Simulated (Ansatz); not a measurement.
# TiB under pressure: fit and missing row

TiB, F-43m, a = 4.907 Å. The structure is a COD entry; whether it is the stable form wasn't checked. Ansatz: PBEsol, PAW, 420 eV, Γ-centred 14×14×14 mesh on 2 atoms, Gaussian smearing 0.10 eV; no spin polarisation. Cell and atoms are relaxed at each pressure, and no other structure is tried, so the rows at high pressure may lie past a change of phase.

| V (Å³/atom) | P (GPa) |
| --- | --- |
| ? | 40.00 |
| 12.790 | 20.08 |
| 13.627 | 10.04 |
| 14.140 | 5.08 |
| 14.501 | 2.04 |
| 14.766 | 0.02 |
| 15.056 | -2.00 |

Task: Take V0 = 14.766 Å³/atom, count pressures from its P0 = 0.02 GPa, fit the third-order Birch–Murnaghan form to the other rows, and predict the missing volume.

Result: With the Eulerian strain f = ½[(V0/V)^(2/3) − 1] and y = (P − P0)/[3f(1 + 2f)^(5/2)], the form is the line y = B0 + 1.5 B0 (B0′ − 4) f. Rows (f, y): 0.05026, 104.7; 0.02749, 106.3; 0.01465, 107.1; 0.00607, 107.6; -0.00644, 108.0. Means f = 0.01841, y = 106.74; Σ(Δf)² = 0.001881, ΣΔfΔy = -0.1122; the slope is their ratio. y = 107.8 − 59.68 f GPa, so B0 = 107.8 GPa and B0′ = 4 + 2 × (-59.68)/(3 × 107.8) = 3.63. P = 40.00 GPa is met at f = 0.08698 (y = 102.61), so V = V0 (1 + 2f)^(−3/2) = 11.609 Å³/atom. The run gave 11.599 Å³/atom, so the fit is 0.010 Å³/atom too high, 0.29 % of the span of the series, against an rms of 0.0009 Å³/atom on the fitted rows. The row lies outside the fitted range. A fourth-order term fitted to the same rows gives P = 39.60 GPa at this row's volume (the line 40.20, the run 40.00), no gain.

The mesh isn't the same in all rows (14×14×14, 16×16×16).